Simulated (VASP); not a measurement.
## InSb in VASP 6.6.1, single-point calculation

INCAR

```
EDIFF = 1E-7
NSW = 0
ISMEAR = 1
ENCUT = 520
ISIF = 2
GGA = PE
IBRION = -1
LWAVE = .FALSE.
SIGMA = 0.1
LCHARG = .FALSE.
NELMIN = 8
LREAL = .FALSE.
LASPH = .TRUE.
PREC = Accurate
NELM = 120
NBANDS = 16
```

KPOINTS

```
KPOINTS created by Atomic Simulation Environment
0
Gamma
4 4 4
0 0 0
```

POSCAR

```
In Sb
 1.0000000000000000
     0.0000000000000000    3.3424796577999998    3.2795130080999999
     3.3424796577999998    0.0000000000000000    3.2795130080999999
     3.3424796577999998    3.3424796577999998    0.0000000000000000
 In  Sb
   1   1
Cartesian
  0.0000000000000000  0.0000000000000000  0.0000000000000000
  1.6712398289000003  1.6712398289000003  1.6397565040500000
```

The recommended PBE PAW datasets give the neutral cell 18 valence electrons.

Command

```
mpirun -np 1 vasp_std
```

Problem. How does this run end, and what does it give?

Solution. It converged. Results: gap between bands v and c on the k mesh 0.08 eV; least direct gap on the k mesh 0.08 eV; pressure 0.3 GPa. Band v is the last that the valence electrons fill when counted band by band, and c is the next.

OSZICAR

```
N       E                     dE             d eps       ncg     rms          rms(c)
DAV:   1     0.109519268932E+03    0.10952E+03   -0.80043E+03   416   0.110E+03
DAV:   2     0.291900599278E+00   -0.10923E+03   -0.10481E+03   464   0.267E+02
DAV:   3    -0.670503023592E+01   -0.69969E+01   -0.69736E+01   544   0.705E+01
DAV:   4    -0.691607612220E+01   -0.21105E+00   -0.21101E+00   544   0.143E+01
DAV:   5    -0.692615520310E+01   -0.10079E-01   -0.10079E-01   624   0.246E+00    0.374E+00
DAV:   6    -0.682560634155E+01    0.10055E+00   -0.16378E-01   592   0.569E+00    0.218E+00
DAV:   7    -0.681433349062E+01    0.11273E-01   -0.70109E-02   584   0.223E+00    0.613E-01
DAV:   8    -0.681614392993E+01   -0.18104E-02   -0.82555E-03   504   0.983E-01    0.223E-01
DAV:   9    -0.681699070741E+01   -0.84678E-03   -0.10734E-03   504   0.290E-01    0.753E-02
DAV:  10    -0.681707368211E+01   -0.82975E-04   -0.64508E-05   552   0.510E-02    0.351E-02
DAV:  11    -0.681713274803E+01   -0.59066E-04   -0.10177E-04   472   0.575E-02    0.235E-02
DAV:  12    -0.681713397396E+01   -0.12259E-05   -0.17232E-06   552   0.817E-03    0.752E-03
DAV:  13    -0.681713513971E+01   -0.11658E-05   -0.20036E-06   480   0.670E-03    0.595E-03
DAV:  14    -0.681713464390E+01    0.49581E-06   -0.16212E-07   488   0.316E-03    0.120E-03
DAV:  15    -0.681713467033E+01   -0.26425E-07   -0.27725E-08   408   0.120E-03
   1 F= -.68171347E+01 E0= -.68169163E+01  d E =-.655112E-03
```

These settings aren't sound, so the numbers aren't properties of the crystal.

On sound settings PBE gives a gap of 0.08 eV on its mesh and a pressure of -0.1 GPa for the intended cell.
